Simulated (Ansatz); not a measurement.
**TaC: levels along high-symmetry lines**

```
Ta C
1.0
     0.00000    2.22700    2.22700
     2.22700    0.00000    2.22700
     2.22700    2.22700    0.00000
Ta C
1 1
Direct
  0.00000 0.00000 0.00000
  0.50000 0.50000 0.50000
```

Atoms are numbered in the order listed.

The conventional cell has a = 4.454 Å, b = 4.454 Å, c = 4.454 Å, α = 90.00°, β = 90.00°, γ = 90.00°. Around Ta (atom 1) lie 6 C at 2.23 Å. Around C (atom 2) lie 6 Ta at 2.23 Å.

The cell comes from COD entry 9008731, which wasn't checked; take it as a given geometry.

Spin polarisation is left out, and whether a magnetic state lies lower isn't shown here.

Spin–orbit coupling is left out, though it moves levels of the heavy atoms by tenths of an eV or more.

Theory: Ansatz 0.2.0, DFT, LDA, all-electron LAPW, scalar-relativistic.

The runs use a Γ-centred 16×16×16 k mesh, Fermi–Dirac smearing of 0.05 eV, basis error target 1 meV/atom, no spin polarisation.

Points in fractions of the reciprocal vectors of this cell: Γ (0, 0, 0), X (0.5, 0, 0.5), U (0.625, 0.25, 0.625), K (0.375, 0.375, 0.75), L (0.5, 0.5, 0.5), W (0.5, 0.25, 0.75). The path joins them by straight lines in the order Γ–X–U–K–Γ–L–W–X; legs that retrace an earlier one aren't tabulated. Energies are in eV from the Fermi level.

Question: List the levels at Γ between -20 and 0.5 eV.

Answer: -14.61, -1.34 (×3), -0.41 (×3).

Question: List the levels at X between -20 and 0.5 eV.

Answer: -12.50, -4.52, -4.49, -1.67 (×2).

Question: List the levels at K between -20 and 0.5 eV.

Answer: -11.69, -5.83, -4.79, -3.77, -0.58.

Question: What is the band gap?

Answer: none: with an odd electron count and no spin polarisation the bands can't all be full, a metal in this set-up (spin order or a larger cell could open a gap).
